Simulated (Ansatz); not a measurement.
Runs of Ansatz 0.2.0 on HfO2. It takes space group P4_2/mnm (No. 136, tetragonal). Conventional cell: a = 4.814 Å, b = 4.814 Å, c = 3.205 Å, α = 90.00°, β = 90.00°, γ = 90.00°. Hf (site symmetry mmm) is surrounded by 6 O at 2.08 Å. O (site symmetry m2m) has 3 Hf at 2.08 Å as nearest neighbours. Measurements of this composition are mostly on another form, of space group No. 14.

| task | level | cell | smearing | gap on the mesh (eV) | pressure (GPa) | relaxed volume (Å³/atom) |
| --- | --- | --- | --- | --- | --- | --- |
| single point | PBE | as given | gaussian 0.015 eV | 4.04 | (b) | - |
| relaxation of cell and atoms | RPBE+D3(BJ) | relaxed | fermi-dirac 0.05 eV | (a) | 0.0 | 12.14 |
| relaxation of cell and atoms | BLYP+D4 | relaxed | fermi-dirac 0.05 eV | 3.91 | 0.0 | 12.84 |
| relaxation of cell and atoms | RPBE+D4 | relaxed | fermi-dirac 0.05 eV | 4.03 | 0.0 | 12.74 |
| relaxation of cell and atoms | BLYP+D3(BJ) | relaxed | fermi-dirac 0.05 eV | 3.92 | 0.0 | 12.77 |

Alike in all rows: potentials or basis Ansatz PAW; no spin polarisation; k mesh 6 × 6 × 8; cutoff (eV) 420.

**Question.** Estimate the missing entries.

**Answer.** (a) 4.21; (b) 8.5.

Caveats: spin-orbit coupling is left out, which moves the levels of the heavy elements; the plane-wave basis is chosen anew once the cell has moved, so the energies of steps on either side of that aren't comparable (some runs); the PAW data sets come from PBE, with cores solved anew for the run's functional, which leaves a small shift of forces and pressure (some runs).

A k mesh can miss the band edges, and the runs leave out spin-orbit coupling on Hf.
